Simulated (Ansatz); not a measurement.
# Hf: the cost of one run

Method: DFT r2SCAN, scalar-relativistic, plane waves, PAW, in Ansatz 0.2.0.

1 further run of the same task is left out (set aside as unsound or not needed).

## (1) Starting point

The structure is hexagonal, space group P6_3/mmc (No. 194). Conventional cell: a = 2.702 Å, b = 2.702 Å, c = 4.266 Å, α = 90.00°, β = 90.00°, γ = 120.00°. Around Ru (site symmetry -6m2) lie 12 Ru at 2.64 to 2.70 Å.

Coordinates:

```cif
data_structure
_symmetry_space_group_name_H-M 'P 1'
_symmetry_Int_Tables_number 1
_cell_length_a 2.7025
_cell_length_b 2.7025
_cell_length_c 4.2658
_cell_angle_alpha 90.000
_cell_angle_beta 90.000
_cell_angle_gamma 120.000
_cell_volume 26.98
loop_
_atom_site_label
_atom_site_type_symbol
_atom_site_fract_x
_atom_site_fract_y
_atom_site_fract_z
_atom_site_occupancy
Ru1 Ru 0.33333 0.66667 0.25000 1
Ru2 Ru 0.66667 0.33333 0.75000 1
```

It goes back to an entry of the Materials Project.

It is the result of an earlier relaxation at this level (volume 13.49 Å³/atom; gap on the mesh: none (metal)).

## (2) Swap Ru → Hf

The start of Hf: fractional positions of relaxed Ru, cell scaled by 1.134, a guess from tabulated radii.

## (3) Quick check of gap, pressure and forces (Hf)

input.yaml reads:

```yaml
crystal:
  lattice:
    - [3.0632832271, 0.0, 0.0]
    - [-1.5316416135, 2.6528810937, 0.0]
    - [0.0, 0.0, 4.8353906916]
  atoms:
    - { symbol: Hf, position: [0.3333333333, 0.6666666667, 0.25] }
    - { symbol: Hf, position: [0.6666666667, 0.3333333333, 0.75] }
basis:
  ecutwfc: 500
kpoints:
  mp_grid: { grid: [6, 6, 4] }
hamiltonian:
  xc: r2scan
scf:
  occupations: { method: gaussian, width: 0.1 }
output:
  forces: true
  stress: true
  eigenvalues: true
```

Launch:

```console
$ ansatz run input.yaml --threads 1 --pin off --max-ram 2560MiB --backend cpu --events-out ev --progress --plain --runs-dir out
```

What time and memory should one allow on 1 thread of Intel Xeon at 2.50GHz (Skylake/Cascade Lake), shared host?

About 6.3 s, with a peak of 0.42 GiB.
